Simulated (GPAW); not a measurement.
CuO (Tenorite):

```
Cu O
1.0
     2.34465   -1.71340    0.00000
     2.34465    1.71340    0.00000
    -0.86055    0.00000    5.05944
Cu O
2 2
Direct
  0.49680 0.00320 0.50000
  0.00320 0.49680 0.00000
  0.40560 0.57140 0.75370
  0.57140 0.40560 0.25370
```

```yaml
Program: GPAW 26.7.0
Task: single point
Functional: PBEsol
Potentials_or_basis: PAW data sets generated in the run's folder for this functional
Cutoff: 800 eV
Basis: pw
k_mesh: 10 × 10 × 5
Occupations: fermi-dirac, width 0.05 eV
Spin: no spin polarisation
```

On this cell: pressure -0.1 GPa; largest force 0.797 eV/Å; band gap on the k mesh none (metal or under the smearing width).

The same run follows on a disturbed copy (atoms moved at random, drawn with an rms of 0.05 Å):

```
CELL_PARAMETERS angstrom
2.34465 -1.71340 0.00000
2.34465 1.71340 0.00000
-0.86055 0.00000 5.05944
ATOMIC_POSITIONS crystal
Cu 0.50570 0.99000 0.49524
Cu 0.01154 0.50101 0.99728
O 0.40012 0.57752 0.76099
O 0.57635 0.41408 0.25814
```

Problem. What does the disturbed cell give?

Solution. The energy (extrapolated to zero smearing) moves by +20.4 meV/atom; pressure 0.8 GPa; largest force 1.656 eV/Å; band gap on the k mesh none (metal or under the smearing width).

Forces in eV/Å, atoms in the order of the input:
```
Cu  -0.221  0.237  0.918
Cu  -1.181  0.547  0.854
O    0.959 -0.779 -1.103
O    0.443 -0.005 -0.669
```

Stress tensor (GPa, compression positive):
```
 1.32 -0.05 -2.73
-0.05  1.20  0.81
-2.73  0.81 -0.24
```

Caveats: with this Cu data set, volumes or pressures lay over 1.5 % or 2 GPa off other programs in two to four cells of ten; the run has no spin polarisation, though such a crystal can be magnetic; semilocal functionals often make such compounds metallic where correlation or magnetic order opens a gap, which also shifts bond lengths.
